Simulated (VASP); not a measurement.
# W2C3 (Cmmm) in VASP: density of states with PBE

Aim: the density of states of W2C3 with PBE.

Program: VASP 6.6.1. These are calculated values, not measurements. Logs are shortened: lines on timing, memory, paths and dates and some standing lists are left out, and cuts for length are marked.

**1. The structure**

It takes space group Cmmm (No. 65, orthorhombic). The conventional cell has a = 5.704 Å, b = 6.269 Å, c = 2.996 Å, α = 90.00°, β = 90.00°, γ = 90.00°. W (site symmetry 2/m) has 6 C at 2.12 to 2.24 Å as nearest neighbours. C (site symmetry m2m) is surrounded by 1 C at 1.43 Å. C (site symmetry mmm) has 4 W at 2.12 Å as nearest neighbours.

The cell was built by a generator and needn't be a form met in nature.

**2. Density of states, PBE**

Contents of POSCAR:

```
W2C3
1.0
    2.8520700000     -3.1343100000      0.0000000000
    2.8520700000      3.1343100000      0.0000000000
    0.0000000000      0.0000000000      2.9963100000
W C
2 3
Direct
    0.5000000000      0.0000000000      0.5000000000
    0.0000000000      0.5000000000      0.5000000000
    0.6140920000      0.3859080000      0.0000000000
    0.3859080000      0.6140920000      0.0000000000
    0.0000000000      0.0000000000      0.5000000000
```

Contents of INCAR.step1:

```
SYSTEM = W2C3
ALGO = Fast
EDIFF = 1E-6
ENCUT = 520
GGA = PE
ISIF = 2
ISMEAR = 0
KPAR = 2
LASPH = .TRUE.
LCHARG = .TRUE.
LMAXMIX = 4
LREAL = .FALSE.
LWAVE = .FALSE.
NELM = 80
PREC = Accurate
SIGMA = 0.1
```

Contents of KPOINTS.step1:

```
k-points
0
G
  8 8 10
  0 0 0
```

Contents of INCAR.step2:

```
SYSTEM = W2C3
ALGO = Fast
EDIFF = 1E-6
ENCUT = 520
GGA = PE
ICHARG = 11
ISIF = 2
ISMEAR = -5
KPAR = 2
LASPH = .TRUE.
LCHARG = .FALSE.
LMAXMIX = 4
LORBIT = 10
LREAL = .FALSE.
LWAVE = .FALSE.
NEDOS = 2001
NELM = 80
PREC = Accurate
SIGMA = 0.1
```

Contents of KPOINTS.step2:

```
k-points
0
G
  12 12 15
  0 0 0
```

Potentials or basis: VASP PAW PBE potentials, release 64 (W_sv, C).

Command:

```console
$ cat potpaw_PBE.64/W_sv/POTCAR potpaw_PBE.64/C/POTCAR > POTCAR
$ cp INCAR.step1 INCAR
$ cp KPOINTS.step1 KPOINTS
$ mpirun -np 2 vasp_std > vasp.out
$ cp INCAR.step2 INCAR
$ cp KPOINTS.step2 KPOINTS
$ mpirun -np 2 vasp_std > vasp.out
```

OUTCAR:

```text
SYSTEM = W2C3
   EDIFF = 1E-6
   ENCUT = 520
   GGA = PE
   ICHARG = 11
   ISIF = 2
   ISMEAR = -5
   LASPH = .TRUE.
   LORBIT = 10
   LREAL = .FALSE.
   NELM = 80
   PREC = Accurate

 ion  position               nearest neighbor table
   1  0.500  0.000  0.500-   5 2.12   5 2.12   3 2.24   3 2.24   4 2.24   4 2.24   2 2.85   2 2.85
                             2 3.13   2 3.13
   2  0.000  0.500  0.500-   5 2.12   5 2.12   3 2.24   3 2.24   4 2.24   4 2.24   1 2.85   1 2.85
                             1 3.13   1 3.13
   3  0.614  0.386  0.000-   4 1.43   2 2.24   1 2.24   1 2.24   2 2.24
   4  0.386  0.614  0.000-   3 1.43   2 2.24   1 2.24   1 2.24   2 2.24
   5  0.000  0.000  0.500-   1 2.12   2 2.12   2 2.12   1 2.12

  LATTYP: Found a base centered orthorhombic cell.
 ALAT       =     5.7041400000
 B/A-ratio  =     1.0989597030
 C/A-ratio  =     0.5252868969

  Lattice vectors:

 A1 = (   2.8520700000,  -3.1343100000,   0.0000000000)
 A2 = (   2.8520700000,   3.1343100000,   0.0000000000)
 A3 = (   0.0000000000,   0.0000000000,   2.9963100000)

Analysis of symmetry for initial positions (statically):
=====================================================================
 Subroutine PRICEL returns:
 Original cell was already a primitive cell.

 Routine SETGRP: Setting up the symmetry group for a
 base centered orthorhombic supercell.

 Subroutine GETGRP returns: Found  8 space group operations
 (whereof  8 operations were pure point group operations)
 out of a pool of  8 trial point group operations.

The static configuration has the point symmetry D_2h.

Analysis of symmetry for dynamics (positions and initial velocities):
=====================================================================
 Subroutine PRICEL returns:
 Original cell was already a primitive cell.

 Routine SETGRP: Setting up the symmetry group for a
 base centered orthorhombic supercell.

 Subroutine GETGRP returns: Found  8 space group operations
 (whereof  8 operations were pure point group operations)
 out of a pool of  8 trial point group operations.

The dynamic configuration has the point symmetry D_2h.

 Subroutine INISYM returns: Found  8 space group operations
 (whereof  8 operations are pure point group operations),
 and found     1 'primitive' translations

----------------------------------------------------------------------------------------

                                     Primitive cell

  volume of cell :      53.5697

[... 109 lines left out ...]
   EMIN   =  10.00;   EMAX   =-10.00  energy-range for DOS
   EFERMI =   0.00;   METHOD = LEGACY
   ISMEAR =    -5;   SIGMA  =   0.10  broadening in eV -4-tet -1-fermi 0-gaus
   EFERMI_NEDOS =   21; number of points for ismear=-14 and -15
   IALGO  =     68    algorithm
   IMIX   =      4    mixing-type and parameters
     AMIX     =   0.40;   BMIX     =  1.00
     AMIX_MAG =   1.60;   BMIX_MAG =  1.00
  volume/ion in A,a.u.               =      10.71        72.30
  Fermi-wavevector in a.u.,A,eV,Ry     =   1.485212  2.806644 30.012487  2.205856
  Thomas-Fermi vector in A             =   2.598652
   LORBIT       =     10    0 simple, 1 ext, 2 COOP (PROOUT), +10 PAW based schemes
   GGA     = PE    functional components
   LHFCALC =     F    Hartree Fock is set to
   AEXX    =    0.0000 exact exchange contribution
   IVDW    =     0    specifies the selected vdW correction
   LEPSILON=     F    determine dielectric tensor
   LRPA    =     F    only Hartree local field effects (RPA)
 non-spin polarized calculation
 RMM-DIIS sequential band-by-band and
 Fermi weights with tetrahedron method with Bloechl corrections
  energy-cutoff  :      520.00
  volume of cell :       53.57
 maximum number of plane-waves:      1461

 number of electron      39.9999997 magnetization

 Free energy of the ion-electron system (eV)
  ---------------------------------------------------
  ext. energy  EPLUGINS =         0.00000000
  ---------------------------------------------------
  free energy    TOTEN  =       -50.42133401 eV

  energy without entropy =      -50.42133401  energy(sigma->0) =      -50.42133401

 E-fermi :   9.2511     XC(G=0): -12.9418

 val. band max:        9.3347671098   @ k =   0.5000   0.2500   0.0000
 cond. band min:       9.1598383919   @ k =   0.0000   0.0000   0.3333
 fundamental gap:     -0.1749287179
 Fermi energy:         9.2511092832

 k-point     1 :       0.0000    0.0000    0.0000
  band No.  band energies     occupation
      1     -64.9593      2.00000
      2     -64.9116      2.00000
      3     -29.5389      2.00000
      4     -29.2879      2.00000
      5     -29.0888      2.00000
      6     -29.0248      2.00000
[... 637 lines left out ...]
     23      10.9579      0.00000
     24      12.7920      0.00000

 [... further k-points ...]

------------------------ aborting loop because EDIFF is reached ----------------------------------------

  FORCE on cell =-STRESS in cart. coord.  units (eV):
  Direction    XX          YY          ZZ          XY          YZ          ZX
  --------------------------------------------------------------------------------------
  -------------------------------------------------------------------------------------
  Total        0.0022850      0.1540951     -0.2788611      0.0000000      0.0000000      0.0000000
  in kB        0.0683407      4.6087223     -8.3402617      0.0000000      0.0000000      0.0000000
  external PRESSURE =      -1.2210662 kB  Pullay stress =       0.0000000 kB

 VOLUME and BASIS-vectors are now :
 -----------------------------------------------------------------------------
  energy-cutoff  :      520.00
  volume of cell :       53.57
      direct lattice vectors                 reciprocal lattice vectors
     2.852070000 -3.134310000  0.000000000     0.175311265 -0.159524744  0.000000000
     2.852070000  3.134310000  0.000000000     0.175311265  0.159524744  0.000000000
     0.000000000  0.000000000  2.996310000     0.000000000  0.000000000  0.333743838

 POSITION                                       TOTAL-FORCE (eV/Angst)
 -----------------------------------------------------------------------------------
      1.42603     -1.56716      1.49815        -0.000000     -0.000000      0.000000
      1.42603      1.56716      1.49815         0.000000      0.000000      0.000000
      2.85207     -0.71520      0.00000         0.000000     -0.038619      0.000000
      2.85207      0.71520      0.00000         0.000000      0.038619      0.000000
      0.00000      0.00000      1.49815         0.000000      0.000000      0.000000
 -----------------------------------------------------------------------------------
    total drift:                                0.000000      0.000000     -0.000000

  FREE ENERGIE OF THE ION-ELECTRON SYSTEM (eV)
  ---------------------------------------------------
  free  energy   TOTEN  =       -50.4213340119 eV

  energy  without entropy=      -50.4213340119  energy(sigma->0) =      -50.42133401

 total charge

# of ion       s       p       d       tot
------------------------------------------
    1        2.346   6.386   3.327  12.059
    2        2.346   6.386   3.327  12.059
    3        0.870   1.585   0.000   2.456
    4        0.870   1.585   0.000   2.456
    5        0.905   1.493   0.000   2.397
--------------------------------------------------
tot          7.337  17.436   6.654  31.427
```

OSZICAR.step1:

```text
N       E                     dE             d eps       ncg     rms          rms(c)
DAV:   1     0.407535978795E+03    0.40754E+03   -0.24107E+04  6136   0.184E+03
DAV:   2    -0.348658500020E+02   -0.44240E+03   -0.43759E+03  6704   0.523E+02
DAV:   3    -0.585543303442E+02   -0.23688E+02   -0.23288E+02  7960   0.110E+02
DAV:   4    -0.589405744998E+02   -0.38624E+00   -0.38445E+00  6984   0.152E+01
DAV:   5    -0.589479196778E+02   -0.73452E-02   -0.73418E-02  7992   0.200E+00    0.420E+01
RMM:   6    -0.505831334131E+02    0.83648E+01   -0.51947E+01  7955   0.343E+01    0.126E+01
RMM:   7    -0.503981922560E+02    0.18494E+00   -0.43796E+00  7537   0.118E+01    0.777E+00
RMM:   8    -0.504156247333E+02   -0.17432E-01   -0.10448E+00  8020   0.476E+00    0.145E+00
RMM:   9    -0.504247659962E+02   -0.91413E-02   -0.21300E-01  8305   0.219E+00    0.312E-01
RMM:  10    -0.504284145894E+02   -0.36486E-02   -0.40238E-02  8573   0.971E-01    0.192E-01
RMM:  11    -0.504284877685E+02   -0.73179E-04   -0.49184E-03  8086   0.399E-01    0.734E-02
RMM:  12    -0.504285760906E+02   -0.88322E-04   -0.12164E-03  8185   0.194E-01    0.315E-02
RMM:  13    -0.504285933882E+02   -0.17298E-04   -0.22166E-04  8550   0.925E-02    0.647E-03
RMM:  14    -0.504285980716E+02   -0.46834E-05   -0.55962E-05  7843   0.384E-02    0.611E-03
RMM:  15    -0.504285989048E+02   -0.83327E-06   -0.10398E-05  6004   0.205E-02    0.130E-03
RMM:  16    -0.504285990454E+02   -0.14055E-06   -0.32930E-06  4666   0.988E-03
   1 F= -.50428599E+02 E0= -.50422243E+02  d E =-.127127E-01
```

Run time: 85 s. Hardware: 2 MPI ranks of Intel Xeon Platinum 8559C (Emerald Rapids), shared host; peak memory 0.43 GiB.

What came out:

* Valence electrons inside the program's atomic spheres: W 12.06; C 2.46, 2.40

States per cell in windows of 0.5 eV (zero at the Fermi level; states under -8 eV left out):
```csv
from (eV),total,W1_d,W2_d,C5_p,C3_p,C4_p,W1_p
-8.0,0.23,0.02,0.02,0.00,0.02,0.02,0.00
-7.5,0.36,0.03,0.03,0.01,0.04,0.04,0.01
-7.0,0.81,0.07,0.07,0.03,0.09,0.09,0.01
-6.5,1.34,0.14,0.14,0.06,0.16,0.16,0.02
-6.0,1.29,0.15,0.15,0.07,0.14,0.14,0.03
-5.5,1.73,0.23,0.23,0.13,0.19,0.19,0.04
-5.0,1.11,0.17,0.17,0.13,0.10,0.10,0.02
-4.5,0.77,0.13,0.13,0.10,0.06,0.06,0.02
-4.0,0.94,0.16,0.16,0.11,0.05,0.05,0.02
-3.5,1.49,0.25,0.25,0.16,0.10,0.10,0.03
-3.0,1.43,0.26,0.26,0.15,0.09,0.09,0.04
-2.5,1.32,0.24,0.24,0.12,0.10,0.10,0.03
-2.0,1.77,0.34,0.34,0.15,0.13,0.13,0.04
-1.5,1.24,0.25,0.25,0.12,0.08,0.08,0.03
-1.0,0.85,0.21,0.21,0.07,0.03,0.03,0.02
-0.5,1.42,0.40,0.40,0.07,0.05,0.05,0.02
0.0,1.00,0.28,0.28,0.06,0.04,0.04,0.01
0.5,0.94,0.28,0.28,0.04,0.04,0.04,0.01
1.0,0.97,0.28,0.28,0.04,0.05,0.05,0.01
1.5,1.08,0.31,0.31,0.05,0.06,0.06,0.01
2.0,1.11,0.32,0.32,0.07,0.06,0.06,0.01
2.5,1.15,0.34,0.34,0.09,0.05,0.05,0.01
3.0,1.33,0.40,0.40,0.12,0.05,0.05,0.01
3.5,0.41,0.14,0.14,0.02,0.02,0.02,0.00
4.0,0.02,0.01,0.01,0.00,0.00,0.00,0.00
4.5,0.00,0.00,0.00,0.00,0.00,0.00,0.00
5.0,0.00,0.00,0.00,0.00,0.00,0.00,0.00
5.5,0.00,0.00,0.00,0.00,0.00,0.00,0.00
6.0,0.00,0.00,0.00,0.00,0.00,0.00,0.00
6.5,0.00,0.00,0.00,0.00,0.00,0.00,0.00
7.0,0.00,0.00,0.00,0.00,0.00,0.00,0.00
7.5,0.00,0.00,0.00,0.00,0.00,0.00,0.00
```

Caveat: tetrahedron occupations give inexact forces and stress in metals. The run has no spin-orbit coupling, so splittings on W are missing.
